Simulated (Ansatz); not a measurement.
# WS₂: energy over two strains

Aim: map the energy of WS₂ (P-3m1, No. 164; 6 atoms in the cell) over two coordinates, and find its wells, ridges and stiffness.

Method: DFT LDA, scalar-relativistic, plane waves, PAW, in Ansatz 0.2.0.

1 further run of the same task is left out (set aside as unsound or not needed). Runs told in other sessions of the task aren't counted.

### 1 Starting point

Symmetry: P-3m1, No. 164, trigonal system. Conventional cell: a = 3.126 Å, b = 3.126 Å, c = 23.343 Å, α = 90.00°, β = 90.00°, γ = 120.00°. Around W (site symmetry 3m) lie 6 S at 2.39 Å. Around S (site symmetry 3m) lie 3 W at 2.39 Å.

Coordinates:

```xyz
6
Lattice="3.1264 0.0000 0.0000 -1.5632 2.7076 0.0000 0.0000 0.0000 23.3426" Properties=species:S:1:pos:R:3 pbc="T T T"
W     0.0000    1.8050   14.7123
W     1.5632    0.9025    8.6303
S     0.0000    1.8050    7.0703
S     1.5632    0.9025   13.1495
S     0.0000    1.8050   10.1930
S     1.5632    0.9025   16.2723
```

It goes back to an entry of the Materials Project, which need not be the stable form.

It is the result of an earlier relaxation at this level (volume 32.93 Å³/atom; gap on the mesh: 1.34 eV).

### 3 The grid

The energy is mapped over two homogeneous strains (x along [1 0 0], y along [1 2 0], z along [0 0 1] of the conventional cell).

The axes are (1) equal engineering shear yz, xz and xy: 5 values from −11.0 %; (2) equal normal strain along x, y and z: 5 values from −5.0 %.

Nothing else is relaxed (fractional coordinates fixed). Energies count from the relaxed crystal. Points are written as (first, second).

(The set-up runs are not shown.)

### 4 The run at (−11.0 %, −5.0 %)

File input.yaml:

```yaml
crystal:
  lattice:
    - [2.9700959425, -0.171952923, -0.171952923]
    - [-1.6339635708, 2.6581549994, -0.0629391381]
    - [-1.2838415798, -1.2838415798, 22.1754454697]
  atoms:
    - { symbol: W, position: [0.3333333333, 0.6666666667, 0.630275736] }
    - { symbol: W, position: [0.6666666667, 0.3333333333, 0.369724264] }
    - { symbol: S, position: [0.3333333333, 0.6666666667, 0.3028928957] }
    - { symbol: S, position: [0.6666666667, 0.3333333333, 0.5633280735] }
    - { symbol: S, position: [0.3333333333, 0.6666666667, 0.4366719265] }
    - { symbol: S, position: [0.6666666667, 0.3333333333, 0.6971071043] }
basis:
  ecutwfc: 420
kpoints:
  mp_grid: { grid: [12, 12, 2] }
hamiltonian:
  xc: lda
  pseudopotentials: { kind: paw, azcp: { folder: soft_1 } }
scf:
  occupations: { method: gaussian, width: 0.05 }
output:
  forces: true
  stress: true
  eigenvalues: true
  write_density: true
  write_potential: true
  elf: true
  volumetric_format: npy
```

On the command line:

```bash
$ ansatz run input.yaml --threads 2 --pin off --max-ram 4096MiB --backend cpu --events-out ev --progress --plain --runs-dir out
```

Further runs follow: the other points that were computed.

Q: Predict the outcome of this session. Wanted: lowest point; highest computed point; pressure.

**Answer**, as computed:

```
              quantity                                                                         value
          lowest point                                                    (0.0 %, 0.0 %), 0 meV/atom
highest computed point                              (−11.0 %, −5.0 %), 769 meV/atom above the lowest
        pressure (GPa)  −9.9 at (0.0 %, 5.0 %) to 26.6 at (−11.0 %, −5.0 %); 0.0 at the lowest point
   time for all points                                              22 min on 2 threads, shared host
```

The lowest computed point is at (0.0 %, 0.0 %), which is the relaxed crystal itself. No other kind of well shows on this grid. The highest computed point, (−11.0 %, −5.0 %), lies 769 meV/atom above the lowest. Round the minimum the two coordinates are nearly uncoupled. The curvatures of the interpolated surface at the minimum, over the volume, give stiffnesses of about 230 and 830 GPa for the two patterns (per unit amplitude as drawn, so not the usual moduli), with the ions clamped; on a grid this wide they are rough. Spin-orbit coupling is left out, which matters for the bands of W.
